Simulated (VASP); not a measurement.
# BP: forms and broadenings of the independent-particle spectrum

BP, F-43m (no. 216), 2 atoms in the cell. PBE, independent-particle dielectric function; PAW potentials P, B (PBE set).

## Input

INCAR.step1:
```
  EDIFF = 1E-8
  ENCUT = 370
  ISMEAR = 0
  KPAR = 4
  LASPH = True
  LCHARG = False
  LEPSILON = True
  LWAVE = False
  PREC = Accurate
  SIGMA = 0.02
```

INCAR.step2, as INCAR.step1 but for:
```
- LEPSILON = True
- LWAVE = False
+ LWAVE = True
+ NBANDS = 36
```

INCAR.step3:
```
  ALGO = None
  CSHIFT = 0.1
  EDIFF = 1E-7
  ENCUT = 370
  ISMEAR = 0
  ISTART = 1
  KPAR = 4
  LASPH = True
  LCHARG = False
  LOPTICS = True
  LWAVE = False
  NBANDS = 36
  NEDOS = 2000
  NELM = 1
  PREC = Accurate
  SIGMA = 0.02
```

INCAR.step4, as INCAR.step3 but for:
```
+ LNABLA = True
```

INCAR.step5, as INCAR.step4 but for:
```
- LNABLA = True
+ IPEAD = 1
+ LPEAD = True
```

INCAR.step6, as INCAR.step5 but for:
```
- IPEAD = 1
+ IPEAD = 3
```

INCAR.step7 changes the same tag again: IPEAD = 4.

INCAR.step8, as INCAR.step7 but for:
```
- CSHIFT = 0.1
- IPEAD = 4
- LPEAD = True
+ CSHIFT = 0.05
```

INCAR.step9, as INCAR.step8 but for:
```
- CSHIFT = 0.05
+ CSHIFT = 0.3
```

INCAR.step10 changes the same tag again: CSHIFT = 0.03.

INCAR.step11, as INCAR.step10 but for:
```
- CSHIFT = 0.03
- ISMEAR = 0
+ CSHIFT = 0.1
+ ISMEAR = -5
```

INCAR.step12, as INCAR.step11 but for:
```
- ISMEAR = -5
- SIGMA = 0.02
+ ISMEAR = 0
+ SIGMA = 0.2
```

INCAR.step13, as INCAR.step12 but for:
```
- SIGMA = 0.2
+ OMEGAMAX = 12
+ SIGMA = 0.02
```

INCAR.step14, as INCAR.step13 but for:
```
- OMEGAMAX = 12
+ OMEGAMAX = 60
```

KPOINTS:
```
k-points
0
Gamma
  12 12 12
```

POSCAR:
```
BP
1.0
    0.0000000000      2.2690000000      2.2690000000
    2.2690000000      0.0000000000      2.2690000000
    2.2690000000      2.2690000000      0.0000000000
P B
1 1
Direct
    0.7500000000      0.7500000000      0.7500000000
    0.0000000000      0.0000000000      0.0000000000
```

Commands (each step's output is kept before the next begins):
```
cat potpaw_PBE.64/P/POTCAR potpaw_PBE.64/B/POTCAR > POTCAR
cp INCAR.step1 INCAR
mpirun -np 4 vasp_std > vasp.out
rm WAVECAR CHG
cp INCAR.step2 INCAR
mpirun -np 4 vasp_std > vasp.out
cp INCAR.step3 INCAR
mpirun -np 4 vasp_std > vasp.out
cp INCAR.step4 INCAR
mpirun -np 4 vasp_std > vasp.out
cp INCAR.step5 INCAR
mpirun -np 4 vasp_std > vasp.out
cp INCAR.step6 INCAR
mpirun -np 4 vasp_std > vasp.out
cp INCAR.step7 INCAR
mpirun -np 4 vasp_std > vasp.out
cp INCAR.step8 INCAR
mpirun -np 4 vasp_std > vasp.out
cp INCAR.step9 INCAR
mpirun -np 4 vasp_std > vasp.out
cp INCAR.step10 INCAR
mpirun -np 4 vasp_std > vasp.out
cp INCAR.step11 INCAR
mpirun -np 4 vasp_std > vasp.out
cp INCAR.step12 INCAR
mpirun -np 4 vasp_std > vasp.out
cp INCAR.step13 INCAR
mpirun -np 4 vasp_std > vasp.out
cp INCAR.step14 INCAR
mpirun -np 4 vasp_std > vasp.out
```

## Result

- Direct gap on the mesh (eV): 3.40
- Gap on the mesh (eV): 1.23
- Bands: 36

One ground state, settings moved in the last step alone:

| Settings | ε at zero frequency | Mean energy of the absorption, weighted by Im ε (eV) | Time (s) |
|---|---|---|---|
| longitudinal form, CSHIFT 0.1 | 9.55 | 7.16 | 2 |
| transversal form (LNABLA) | 10.96 | 7.22 | 2 |
| finite differences (LPEAD), order 1 | 9.16 | 7.36 | 3 |
| finite differences (LPEAD), order 3 | 9.51 | 7.18 | 4 |
| finite differences (LPEAD), order 4 | 9.52 | 7.17 | 5 |
| CSHIFT 0.05 | 9.55 | 7.14 | 2 |
| CSHIFT 0.3 | 9.53 | 7.21 | 2 |
| CSHIFT 0.03 | 9.55 | 7.08 | 2 |
| tetrahedron method | 9.30 | 7.34 | 2 |
| SIGMA 0.2 | 9.55 | 7.16 | 2 |
| OMEGAMAX 12, which cuts the spectrum short | 9.24 | – | 2 |
| OMEGAMAX 60 | 9.55 | 7.16 | 2 |

The mean energy covers the spectrum up to 20 eV.

On the same mesh, density-functional perturbation theory with local fields gives ε = 9.21.

VASP 6.6.1 took 94 s on 4 cores (Intel Xeon Platinum 8259CL @ 2.50GHz (Skylake/Cascade Lake)), a shared host.
